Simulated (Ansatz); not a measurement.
The elements of this relaxed trial crystal are hidden behind letters.

```
lattice vectors (Å)
   0.0000    2.9733    2.9733
   2.9733    0.0000    2.9733
   2.9733    2.9733    0.0000
fractional positions
X 0.7500 0.7500 0.7500
X 0.2500 0.2500 0.2500
Z 0.5000 0.5000 0.5000
```

These are results of DFT PBE, scalar-relativistic, plane waves, PAW (Ansatz 0.2.0), not measurements. The final run on the 3-atom cell used 420 eV, a Γ-centred 16×16×16 mesh, 0.10 eV smearing and no spin polarisation.

| Quantity | Value |
| --- | --- |
| Space group | Fm-3m (No. 225) |
| Conventional cell | a = 5.947 Å |
| Volume per atom | 17.52 Å³ |
| Density | 7.87 g/cm³ |
| Formation energy | −0.88 eV/atom |
| Gap on the 16×16×16 mesh of the 3-atom cell | 0 eV (a metal) |

Energies are uncorrected and count from the elements' standard states at the same level.

Question: X is a p-block element of period 3 and Z is a d-block element of period 6. Which elements are they?

Answer: X = Al, Z = Pt, so the formula is Al2Pt, here in the fluorite type. Density times volume gives a mean mass of 7.87 × 17.52/1.6605 = 83.0 u per atom, and this set has 83.0 u. Al is surrounded by 4 Pt at 2.57 Å and 6 Al at 2.97 Å; around Pt lie 8 Al at 2.57 Å. Other sets within the hints have nearly the same mass, so mass alone doesn't settle it; this one was computed.

The end has I4/mmm (No. 139) at a tolerance of 0.01 Å; the cell shown is made exact in the group found at 0.05 Å. Spin–orbit coupling, which can matter for Pt, is left out. A later test with randomly moved atoms came back to the same energy, though modes that don't fit the test's cell weren't probed.
